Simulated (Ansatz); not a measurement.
Crystal: Mg.

```
Mg
1.0
     3.20930    0.00000    0.00000
    -1.60465    2.77934    0.00000
     0.00000    0.00000    5.21030
Mg
2
Direct
  0.66667 0.33333 0.75000
  0.33333 0.66667 0.25000
```

* Program: Ansatz 0.2.0
* Task: relaxation of cell and atoms
* Functional: PBEsol
* Potentials or basis: all-electron LAPW, scalar-relativistic
* Basis error allowed: 0.001 eV/atom
* k mesh: 10 × 10 × 5
* Occupations: fermi-dirac, width 0.05 eV
* Spin: no spin polarisation

At the start: volume 23.24 Å³/atom.

Problem. Where does the relaxation end?

Solution. Over 6 steps the energy falls by 4.7 meV/atom and the volume is 22.56 Å³/atom (-2.9 %); space group P6_3/mmc (No. 194, to 0.05 Å).

Step by step:
```
step  energy change (eV)  largest force (eV/Å)  volume (Å³)
   1              0.0000                0.0000        46.47
   2             -0.0073                0.0000        45.36
   3             -0.0075                0.0000        44.69
   4             -0.0093                0.0000        45.13
   5             -0.0093                0.0000        45.13
   6             -0.0093                0.0000        45.13
```

Final structure:
```
CELL_PARAMETERS angstrom
3.14745 0.00000 0.00000
-1.57373 2.72577 0.00000
0.00000 0.00000 5.25987
ATOMIC_POSITIONS crystal
Mg 0.66667 0.33333 0.75000
Mg 0.33333 0.66667 0.25000
```
